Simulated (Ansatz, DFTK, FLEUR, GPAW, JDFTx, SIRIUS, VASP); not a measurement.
# W: programs and potentials compared

```
W
1.0
    -1.58234    1.58234    1.58234
     1.58234   -1.58234    1.58234
     1.58234    1.58234   -1.58234
W
1
Direct
  0.00000 0.00000 0.00000
```

Alike in all runs: task equation of state; functional PBEsol; k mesh 12 × 12 × 12; occupations fermi-dirac, width 0.05 eV; no spin polarisation; no spin-orbit coupling.

| program and potentials | plane-wave cutoff (eV) | notes | equilibrium volume (Å³/atom) | bulk modulus (GPa) |
| --- | --- | --- | --- | --- |
| Ansatz, Ansatz PAW | 420 | potentials made for PBE, which Ansatz adapts in part | 15.69 | 317.1 |
| GPAW, PAW data sets generated for this functional | 600 | - | 15.68 | 317.9 |
| FLEUR, all-electron, FLAPW | - | - | 15.70 | 315.5 |
| JDFTx, PseudoDojo-SR-PBEsol-0.4.1-standard with smoothed tails | 1007 | - | 15.71 | 317.0 |
| DFTK, PseudoDojo SR PBEsol 0.4.1 standard (PBEsol) | 1007 | - | ? | ? |
| VASP, PBE PAW files W_sv, 520 eV | 520 | potentials made for PBE | 15.73 | 319.7 |
| Ansatz, all-electron LAPW, scalar-relativistic | - | - | 15.70 | 315.6 |
| SIRIUS, PseudoDojo 0.4.1 PBEsol standard (scalar relativistic) | 1030 | - | 15.71 | 317.0 |

Estimate from the other rows what the run with DFTK, PseudoDojo SR PBEsol 0.4.1 standard (PBEsol) gave.

Equilibrium volume 15.71 Å³/atom; bulk modulus 316.9 GPa. The other rows, which needn't bracket it: equilibrium volume 15.68 to 15.73; bulk modulus 315.5 to 319.7.
